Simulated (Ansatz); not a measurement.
# Ge: the cost of one run

Computed with Ansatz 0.2.0 (DFT PBE, scalar-relativistic, plane waves, PAW, unless a step's input says otherwise).

1 further run of the same task is left out (set aside as unsound or not needed).

### 1 Starting point

The structure is hexagonal, space group P6_3/mmc (No. 194). Conventional cell: a = 3.998 Å, b = 3.998 Å, c = 6.599 Å, α = 90.00°, β = 90.00°, γ = 120.00°. Ge (site symmetry 3m) has 4 Ge at 2.45 to 2.47 Å as nearest neighbours.

Structure file:

```
Ge
1.0
     3.99759    0.00000    0.00000
    -1.99879    3.46201    0.00000
     0.00000    0.00000    6.59938
Ge
4
Direct
  0.66667 0.33333 0.06290
  0.33333 0.66667 0.56290
  0.66667 0.33333 0.43710
  0.33333 0.66667 0.93710
```

The structure comes from the Materials Project (structure only).

### 2 A change within a subgroup

What differs from the listed cell: strain xx, yy, zz, yz, xz, xy = -3.8, -3.8, +2.2, +0.0, +0.0, +0.0 %; atoms moved by 0.25 Å root mean square, at most 0.25 Å.

The input, input.yaml:

```yaml
crystal:
  lattice:
    - [3.8462372431, 0.0, 0.0]
    - [-1.9231186216, 3.3309391615, 0.0]
    - [0.0, 0.0, 6.7454881778]
  atoms:
    - { symbol: Ge, position: [0.6666666667, 0.3333333333, 0.0247403151] }
    - { symbol: Ge, position: [0.3333333333, 0.6666666667, 0.6005029678] }
    - { symbol: Ge, position: [0.6666666667, 0.3333333333, 0.3994970322] }
    - { symbol: Ge, position: [0.3333333333, 0.6666666667, 0.9752596849] }
basis:
  ecutwfc: 420
kpoints:
  mp_grid: { grid: [12, 12, 6] }
hamiltonian:
  xc: pbe
scf:
  occupations: { method: gaussian, width: 0.1 }
output:
  forces: true
  stress: true
  eigenvalues: true
  populations: true
```

Started as:

```bash
$ ansatz run input.yaml --threads 1 --pin off --max-ram 1331MiB --backend cpu --events-out ev --progress --plain --runs-dir out
```

Q: Estimate wall time and peak memory on 1 thread of an x86-64 CPU, shared host.

About 7.7 s, with a peak of 0.54 GiB.
